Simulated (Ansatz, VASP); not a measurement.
# Two plane-wave programs on MoS2

```
Mo S
1.0
     3.10431    0.00000    0.00000
    -1.55215    2.68841    0.00000
     0.00000    0.00000   12.07242
Mo S
2 4
Direct
  0.66667 0.33333 0.75000
  0.33333 0.66667 0.25000
  0.66667 0.33333 0.37700
  0.33333 0.66667 0.87700
  0.66667 0.33333 0.12300
  0.33333 0.66667 0.62300
```

Alike in both runs: task single point; functional PBE; k mesh 10 × 10 × 3; occupations fermi-dirac, width 0.05 eV; no spin polarisation.

```csv
,VASP,Ansatz
version,VASP 6.6.1,Ansatz 0.2.0
potentials or method,"VASP PAW PBE potentials, release 64 (Mo_sv, S)",SPMS NC
plane-wave cutoff (eV),520,626
valence electrons in the cell,52,52
```

|  | VASP | Ansatz | Ansatz less VASP |
| --- | --- | --- | --- |
| gap on the k mesh at the Fermi level (eV) | 0.88 | 0.87 | -0.015 |
| least direct gap on the mesh (eV) | 2.03 | 2.03 | +0.002 |
| pressure (GPa) | 12.6 | 12.8 | +0.26 |
| largest component of the traceless stress (GPa) | 1.00 | 1.07 | +0.063 |
| rms of the force components (eV/Å) | 0.466 | 0.479 | +0.0138 |

Atom by atom the forces differ by 0.014 eV/Å (rms over components).

Caveats: this functional lacks dispersion, which binds the layers, so the pressure and a relaxed spacing across them are unreliable; an odd mesh through Γ misses points on the zone boundary, where band edges often lie (VASP); odd divisions of the mesh miss points on the zone boundary, where band edges often lie, so the gap on the mesh can be too wide (Ansatz); forces of over 1 eV/Å show positions far from the minimum, so gaps and moduli don't describe the material at rest (Ansatz). PBE gaps usually lie below the measured ones, often by a third to a half.
